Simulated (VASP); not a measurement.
# MnF2 (R-3m) in VASP: further runs, part 2 of 2

VASP 6.6.1. Earlier steps stand in the parts before.

### 3 Single point, LDA+U

File INCAR:

```
  PREC = Accurate
  ENCUT = 520
  EDIFF = 1E-6
  ISMEAR = 0
  SIGMA = 0.05
  LREAL = False
  LASPH = True
  NELM = 100
  ALGO = Normal
  ISIF = 2
  LWAVE = False
  LCHARG = False
  LMAXMIX = 4
  LDAU = True
  LDAUTYPE = 2
  LDAUL = 2 -1
  LDAUU = 7 0
  LDAUJ = 0 0
  LDAUPRINT = 1
  GGA = CA
```

File KPOINTS:

```
Automatic mesh
0
Gamma
  7 7 7
```

File POSCAR:

```
MnF2
1.0
    1.5868133000      0.9161470900      4.7975342500
   -1.5868133000      0.9161470900      4.7975342500
    0.0000000000     -1.8322941800      4.7975342500
Mn F
1 2
Direct
    0.0000000000      0.0000000000      0.0000000000
    0.2520000000      0.2520000000      0.2520000000
    0.7480000000      0.7480000000      0.7480000000
```

Potentials or basis: VASP PAW LDA potentials, release 64 (Mn_pv, F).

Command:

```
> cat potpaw_LDA.64/Mn_pv/POTCAR potpaw_LDA.64/F/POTCAR > POTCAR
> mpirun -np 1 vasp_std > vasp.out
```

OUTCAR:

```text
PREC = Accurate
   ENCUT = 520
   EDIFF = 1E-6
   ISMEAR = 0
   LREAL = False
   LASPH = True
   NELM = 100
   ISIF = 2
   GGA = CA

 ion  position               nearest neighbor table
   1  0.000  0.000  0.000-   3 2.17   3 2.17   2 2.17   2 2.17   3 2.17   2 2.17
   2  0.252  0.252  0.252-   1 2.17   1 2.17   1 2.17
   3  0.748  0.748  0.748-   1 2.17   1 2.17   1 2.17

  LATTYP: Found a trigonal (rhomboedric) cell.
 ALAT       =     5.1355269272
 COS(alpha) =     0.8090535270

  Lattice vectors:

 A1 = (   1.5868133000,   0.9161470900,   4.7975342500)
 A2 = (  -1.5868133000,   0.9161470900,   4.7975342500)
 A3 = (   0.0000000000,  -1.8322941800,   4.7975342500)

Analysis of symmetry for initial positions (statically):
=====================================================================
 Subroutine PRICEL returns:
 Original cell was already a primitive cell.

 Routine SETGRP: Setting up the symmetry group for a
 trigonal (rhombohedral) supercell.

 Subroutine GETGRP returns: Found 12 space group operations
 (whereof 12 operations were pure point group operations)
 out of a pool of 12 trial point group operations.

The static configuration has the point symmetry D_3d.

Analysis of symmetry for dynamics (positions and initial velocities):
=====================================================================
 Subroutine PRICEL returns:
 Original cell was already a primitive cell.

 Routine SETGRP: Setting up the symmetry group for a
 trigonal (rhombohedral) supercell.

 Subroutine GETGRP returns: Found 12 space group operations
 (whereof 12 operations were pure point group operations)
 out of a pool of 12 trial point group operations.

The dynamic configuration has the point symmetry D_3d.

 Subroutine INISYM returns: Found 12 space group operations
 (whereof 12 operations are pure point group operations),
 and found     1 'primitive' translations

----------------------------------------------------------------------------------------

                                     Primitive cell

  volume of cell :      41.8466

  direct lattice vectors                    reciprocal lattice vectors
     1.586813300  0.916147090  4.797534250     0.315096930  0.181921297  0.069480136
    -1.586813300  0.916147090  4.797534250    -0.315096930  0.181921297  0.069480136
     0.000000000 -1.832294180  4.797534250     0.000000000 -0.363842594  0.069480136

  length of vectors
     5.135526927  5.135526927  5.135526929     0.370417228  0.370417228  0.370417227

  position of ions in fractional coordinates (direct lattice)
     0.000000000  0.000000000  0.000000000
     0.252000000  0.252000000  0.252000000
     0.748000000  0.748000000  0.748000000

  ion indices of the primitive-cell ions
   primitive index   ion index
                 1           1
[... 96 lines left out ...]
  Fermi-wavevector in a.u.,A,eV,Ry     =   1.414629  2.673262 27.227651  2.001176
  Thomas-Fermi vector in A             =   2.536152
   LORBIT       =      0    0 simple, 1 ext, 2 COOP (PROOUT), +10 PAW based schemes
 LDA+U is selected, type is set to LDAUTYPE =  2
   angular momentum for each species LDAUL =     2   -1
   U (eV)           for each species LDAUU =   7.0  0.0
   J (eV)           for each species LDAUJ =   0.0  0.0
   GGA     = CA    functional components
   LHFCALC =     F    Hartree Fock is set to
   AEXX    =    0.0000 exact exchange contribution
   IVDW    =     0    specifies the selected vdW correction
   LEPSILON=     F    determine dielectric tensor
   LRPA    =     F    only Hartree local field effects (RPA)
 non-spin polarized calculation
 Gauss-broadening in eV      SIGMA  =   0.05
  energy-cutoff  :      520.00
  volume of cell :       41.85
 maximum number of plane-waves:      1144
 NGX is ok and might be reduce to    40
   NGX = 19   NGY = 19   NGZ = 19

 number of electron      27.0000001 magnetization

 Free energy of the ion-electron system (eV)
  ---------------------------------------------------
  ext. energy  EPLUGINS =         0.00000000
  ---------------------------------------------------
  free energy    TOTEN  =       -11.49767285 eV

  energy without entropy =      -11.48864071  energy(sigma->0) =      -11.49315678

atom =   1  type =  1  l = 2

 onsite density matrix

spin component  1

  0.5249 -0.0000  0.0000 -0.2833 -0.0000
 -0.0000  0.2499 -0.0000  0.0000 -0.2833
  0.0000 -0.0000  0.9432  0.0000  0.0000
 -0.2833  0.0000  0.0000  0.2499  0.0000
 -0.0000 -0.2833  0.0000  0.0000  0.5249

spin component  2

  0.5249 -0.0000  0.0000 -0.2833 -0.0000
 -0.0000  0.2499 -0.0000  0.0000 -0.2833
  0.0000 -0.0000  0.9432  0.0000  0.0000
 -0.2833  0.0000  0.0000  0.2499  0.0000
 -0.0000 -0.2833  0.0000  0.0000  0.5249

 occupancies and eigenvectors

  o =  0.0726  v =  0.5307  0.0000 -0.0000  0.8475  0.0000  0.0000  0.0000  0.0000  0.0000  0.0000      0.0000  0.0000  0.0000  0.0000  0.0000  0.0000  0.0000  0.0000  0.0000  0.0000
  o =  0.0726  v =  0.0000  0.0000  0.0000  0.0000  0.0000  0.5307  0.0000 -0.0000  0.8475  0.0000      0.0000  0.0000  0.0000  0.0000  0.0000  0.0000  0.0000  0.0000  0.0000  0.0000
  o =  0.0726  v =  0.0000 -0.8475  0.0000  0.0000 -0.5307  0.0000  0.0000  0.0000  0.0000  0.0000      0.0000  0.0000  0.0000  0.0000  0.0000  0.0000  0.0000  0.0000  0.0000  0.0000
  o =  0.0726  v =  0.0000  0.0000  0.0000  0.0000  0.0000  0.0000 -0.8475  0.0000  0.0000 -0.5307      0.0000  0.0000  0.0000  0.0000  0.0000  0.0000  0.0000  0.0000  0.0000  0.0000
  o =  0.7023  v =  0.0000  0.0000  0.0000  0.0000  0.0000 -0.8475  0.0000 -0.0000  0.5307  0.0000      0.0000  0.0000  0.0000  0.0000  0.0000  0.0000  0.0000  0.0000  0.0000  0.0000
  o =  0.7023  v = -0.8475  0.0000 -0.0000  0.5307  0.0000  0.0000  0.0000  0.0000  0.0000  0.0000      0.0000  0.0000  0.0000  0.0000  0.0000  0.0000  0.0000  0.0000  0.0000  0.0000
  o =  0.7023  v =  0.0000 -0.5307 -0.0000  0.0000  0.8475  0.0000  0.0000  0.0000  0.0000  0.0000      0.0000  0.0000  0.0000  0.0000  0.0000  0.0000  0.0000  0.0000  0.0000  0.0000
  o =  0.7023  v =  0.0000  0.0000  0.0000  0.0000  0.0000  0.0000 -0.5307 -0.0000  0.0000  0.8475      0.0000  0.0000  0.0000  0.0000  0.0000  0.0000  0.0000  0.0000  0.0000  0.0000
  o =  0.9432  v =  0.0000 -0.0000  1.0000  0.0000  0.0000  0.0000  0.0000  0.0000  0.0000  0.0000      0.0000  0.0000  0.0000  0.0000  0.0000  0.0000  0.0000  0.0000  0.0000  0.0000
  o =  0.9432  v =  0.0000  0.0000  0.0000  0.0000  0.0000  0.0000 -0.0000  1.0000  0.0000  0.0000      0.0000  0.0000  0.0000  0.0000  0.0000  0.0000  0.0000  0.0000  0.0000  0.0000

 number of electron      27.0000001 magnetization

 Free energy of the ion-electron system (eV)
  ---------------------------------------------------
  ext. energy  EPLUGINS =         0.00000000
  ---------------------------------------------------
  free energy    TOTEN  =       -12.88019281 eV

  energy without entropy =      -12.86553614  energy(sigma->0) =      -12.87286448

 E-fermi :   0.1102     XC(G=0): -10.1731

 val. band max:        0.0849792189   @ k =  -0.2857   0.2857   0.0000
 cond. band min:       0.1159177893   @ k =  -0.4286   0.4286   0.1429
 fundamental gap:      0.0309385704
 Fermi energy:         0.1102188963

 k-point     1 :       0.0000    0.0000    0.0000
  band No.  band energies     occupation
      1     -46.3293      2.00000
      2     -46.3293      2.00000
      3     -45.8998      2.00000
      4     -21.8035      2.00000
      5     -21.2795      2.00000
      6      -5.2608      2.00000
[... 457 lines left out ...]
      4     -21.5782      2.00000
      5     -21.3251      2.00000
      6      -4.6445      2.00000
[... 9 lines left out ...]
     16       4.6648      0.00000
     17       5.7470      0.00000

 [... further k-points ...]
[... 5 lines left out ...]
  --------------------------------------------------------------------------------------
  -------------------------------------------------------------------------------------
  Total       -5.5714392     -5.5714393     -4.8255913      0.0000000     -0.0000000      0.0000000
  in kB     -213.3131389   -213.3131408   -184.7569329      0.0000000     -0.0000000      0.0000000
  external PRESSURE =    -203.7944042 kB  Pullay stress =       0.0000000 kB

 VOLUME and BASIS-vectors are now :
 -----------------------------------------------------------------------------
  energy-cutoff  :      520.00
  volume of cell :       41.85
      direct lattice vectors                 reciprocal lattice vectors
     1.586813300  0.916147090  4.797534250     0.315096930  0.181921297  0.069480136
    -1.586813300  0.916147090  4.797534250    -0.315096930  0.181921297  0.069480136
     0.000000000 -1.832294180  4.797534250     0.000000000 -0.363842594  0.069480136

 POSITION                                       TOTAL-FORCE (eV/Angst)
 -----------------------------------------------------------------------------------
      0.00000      0.00000      0.00000        -0.000000     -0.000000      0.000000
      0.00000      0.00000      3.62694         0.000000      0.000000      1.841666
      0.00000      0.00000     10.76567         0.000000     -0.000000     -1.841666
 -----------------------------------------------------------------------------------
    total drift:                               -0.000000      0.000000     -0.000000

  FREE ENERGIE OF THE ION-ELECTRON SYSTEM (eV)
  ---------------------------------------------------
  free  energy   TOTEN  =       -12.8801928149 eV

  energy  without entropy=      -12.8655361394  energy(sigma->0) =      -12.87286448
```

Run time: 44 s. Hardware: 1 thread of Intel Xeon 6975P-C (Granite Rapids), shared host; peak memory 0.2 GiB.

Results:

| Quantity | Value |
| --- | --- |
| Free energy | -12.8802 eV |
| Pressure | -20.4 GPa |
| Largest force | 1.842 eV/Å |
| Band gap on the k mesh | none (metal or under the smearing width) |

Forces on the atoms (eV/Å):
```
Mn   0.000  0.000  0.000
F    0.000  0.000  1.842
F    0.000  0.000 -1.842
```

Levels at points of the mesh, in eV from the Fermi level:
| k point | band 9 | band 10 | band 11 | band 12 | band 13 | band 14 | band 15 | band 16 | band 17 |
| --- | --- | --- | --- | --- | --- | --- | --- | --- | --- |
| (0.00, 0.00, 0.00) | -2.83 | -2.83 | -2.46 | -0.95 | -0.26 | -0.26 | 3.22 | 4.54 | 4.54 |

Eigenvalues of the final occupation matrices:
| site | spin | trace | eigenvalues |
| --- | --- | --- | --- |
| site 1 d | 1 | 2.49 | 0.07 0.07 0.70 0.70 0.94 |
| site 1 d | 2 | 2.49 | 0.07 0.07 0.70 0.70 0.94 |

Caveat: an odd number of electrons without spin polarisation forces a metal; a magnetic or distorted state may lie lower; the run has no spin polarisation, though such a crystal can be magnetic; U without spin polarisation on a metal has little footing.
